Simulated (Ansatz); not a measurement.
NaI (started from an entry of an open crystallographic database), relaxed with r2SCAN: it is cubic, Fm-3m (No. 225); a = 6.459 Å in the conventional setting, 33.69 Å³ an atom. Around Na lie 6 I at 3.23 Å; around I lie 6 Na at 3.23 Å. One-shot G0W0@PBE in Ansatz on a 4×4×4 mesh (contour deformation, no spin-orbit coupling), from a PBE gap of 3.659 eV over the mesh points (the G0W0 gap is direct on the mesh); the number N of bands summed and the screening cutoff rise together. No spin polarisation and no zero-point or thermal motion.

```
  N  cutoff (eV)  1000/N  G0W0 gap (eV)
122           80   8.197          5.513
266          140   3.759          5.638
```

Q: Lay a straight line in 1000/N through these rows.

A: The slope is -0.0282 eV per unit of 1000/N and the intercept 5.744 eV.

Q: Predict the gap at N = 478 (210 eV).

A: 5.744 + (-0.0282) × 2.092 = 5.685 eV; the run gives 5.677 eV, -0.008 eV from the line.

Q: With that run's result added, what limit do the last two rows suggest?

A: Their slope is (5.677 − 5.638)/(2.092 − 3.759) = -0.0234, which meets 1/N = 0 at 5.73 eV, against 5.744 eV from the first line. The slope flattens, so the first line overshoots; the k mesh isn't extrapolated.

Spin-orbit coupling is left out, which matters wherever the heavy atoms make up the band edges.
